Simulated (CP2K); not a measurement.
Crystal: TiSi2.

```
Ti Si
1.0
     5.92674    0.00000    0.00000
     3.06615    3.80536    0.00000
     2.86058   -0.80445    3.71936
Ti Si
2 4
Direct
  0.75000 0.75000 0.75000
  0.50000 0.50000 0.50000
  0.41257 0.08743 0.41257
  0.08743 0.41257 0.08743
  0.16257 0.83743 0.16257
  0.83743 0.16257 0.83743
```

The cell is a database's computed one.

Base run:

```yaml
Program: CP2K 2026.2
Functional: PBE
Potentials_or_basis: POTENTIAL_UZH Ti GTH-PBE-q12, Si GTH-PBE-q4; TZVP-MOLOPT-PBE-GTH basis
Density_cutoff: 6123 eV
k_mesh: 7 × 7 × 7
Occupations: fermi-dirac, width 0.05 eV
Spin: no spin polarisation
```

Its results: band gap on the k mesh none (metal or under the smearing width); pressure 1.9 GPa; largest force 0.031 eV/Å.

The run is repeated on the same cell with these changes: potentials or basis from POTENTIAL_UZH Ti GTH-PBE-q12, Si GTH-PBE-q4; TZVP-MOLOPT-PBE-GTH basis to POTENTIAL_UZH Ti GTH-PBE-q12, Si GTH-PBE-q4; ccGRB-D basis; basis sets from Ti TZVP-MOLOPT-PBE-GTH-q12, Si TZVP-MOLOPT-PBE-GTH-q4 to Ti ccGRB-D-q12, Si ccGRB-D-q4. What comes out?

Band gap on the k mesh none (metal or under the smearing width); pressure 5.2 GPa; largest force 0.068 eV/Å.

Caveats: the basis of atomic orbitals isn't converged, which shifts pressures, moduli and gaps.
